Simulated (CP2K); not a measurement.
SiO2:

```
Si O
1.0
     4.97559    0.00000    0.00000
     0.00000    4.97559    0.00000
     0.00000    0.00000    6.90089
Si O
4 8
Direct
  0.80325 0.80325 0.50000
  0.69675 0.30325 0.25000
  0.30325 0.69675 0.75000
  0.19675 0.19675 0.00000
  0.76176 0.11039 0.43204
  0.88961 0.23824 0.06796
  0.11039 0.76176 0.56796
  0.26176 0.38961 0.81796
  0.23824 0.88961 0.93204
  0.73824 0.61039 0.31796
  0.38961 0.26176 0.18204
  0.61039 0.73824 0.68204
```

The cell comes from a database or a generator and needn't be the stable form of this composition.

Base run:

```yaml
Program: CP2K 2026.2
Functional: OLYP
Potentials_or_basis: POTENTIAL_UZH Si GTH-PBE-q4, O GTH-PBE-q6; DZVP-MOLOPT-PBE-GTH basis
Density_cutoff: 11565 eV
k_mesh: 4 × 4 × 3
Occupations: fermi-dirac, width 0.05 eV
Spin: no spin polarisation
```

Its results: pressure 3.4 GPa.

Question: The run is repeated on the same cell with these changes: functional from OLYP to BEEF-vdW. What comes out?

Answer: Pressure 2.3 GPa.

Caveats: the potentials were made for another functional, which shifts forces and pressure; the basis of atomic orbitals isn't converged, which shifts pressures, moduli and gaps.
